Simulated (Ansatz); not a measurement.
**Putting H into Bi**

All numbers below come from DFT PBE, scalar-relativistic, plane waves, PAW in Ansatz 0.2.0.

Plane waves to 420 eV, a k mesh through Γ of 8×8×6 on the computed 4-atom cell and Gaussian smearing (0.10 eV); no spin polarisation for the host; each changed cell takes a mesh and smearing chosen by its own gap and starts from the host's moments or customary ones, or runs without spin. Cells and atoms are relaxed to the nearest stationary point that keeps the symmetry of their start (forces under 0.02 to 0.04 eV/Å, stress under 0.1 to 0.2 GPa); energies are at zero smearing, without zero-point or thermal terms.

Relaxed host (gap on the mesh 0 eV):

```yaml
crystal:
  lattice:
    - [4.64494, 0.00000, 0.12046]
    - [0.00000, 4.63641, 0.00000]
    - [-0.17658, 0.00000, 6.52567]
  atoms:
    - { symbol: Bi, position: [0.74849, 0.75000, 0.74999] }
    - { symbol: Bi, position: [0.25151, 0.25000, 0.25001] }
    - { symbol: Bi, position: [0.75148, 0.75000, 0.25002] }
    - { symbol: Bi, position: [0.24852, 0.25000, 0.74998] }
```

Cases: (1) 4 H in a 1×1×1 repeat of the cell, at (0.250 0.750 0.000), (0.250 0.750 0.500), (0.750 0.250 0.000), (0.750 0.250 0.500) in fractions of that repeat, 2.83 Å from the nearest atom of the relaxed host; (2) 1 H in a 1×2×1 repeat of the cell, at (0.250 0.375 0.000) in fractions of that repeat, 2.83 Å from the nearest atom of the relaxed host.

The table gives the energy per H taken from half an H2 molecule (negative: uptake is favourable), the swelling and the final surroundings.

```
case formula energy per H (eV)  ΔV (%) principal strains (%) nearest host atoms of the first H  gap (eV)
   1      BiH               0.94   +13.8       +50.2 -5.7 -19.7                 2 (Bi) from 2.14 Å         0
   2     Bi8H               0.73    +6.8          +9.5 0.0 -2.4                 1 (Bi) from 2.02 Å         0
```

Each ion keeps what symmetry its start has, so a lower place off a symmetric site can be missed, above all for H.

Relaxed structure of case 2, the lowest per ion:

```xyz
9
Lattice="5.0163 0.0000 -0.0318 0.0000 9.0484 0.0000 -0.4190 0.0000 6.6235" Properties=species:S:1:pos:R:3 pbc="T T T"
Bi    3.6068    3.3931    4.9819
Bi    3.4078    7.9173    5.0660
Bi    1.2582    1.1292    1.7325
Bi    1.2582    5.6571    1.7325
Bi    3.3895    3.3931    1.8709
Bi    3.3680    7.9173    1.9502
Bi    0.6713    0.9997    5.2506
Bi    0.6713    5.7866    5.2506
H     2.0122    3.3931   -1.4766
```

This form of Bi (Cmcm) lies 0.05 eV/atom over the element's standard state.

Spin-orbit coupling is left out. In BiH a bond of the host changes by more than 0.6 Å or the volume by a third: the framework has rearranged or swollen or shrunk strongly, and the figure may no longer describe a topotactic step.

Cost: 3 runs of about 15 core-minutes in all, on Intel Xeon Platinum 8488C (Sapphire Rapids) (shared hosts).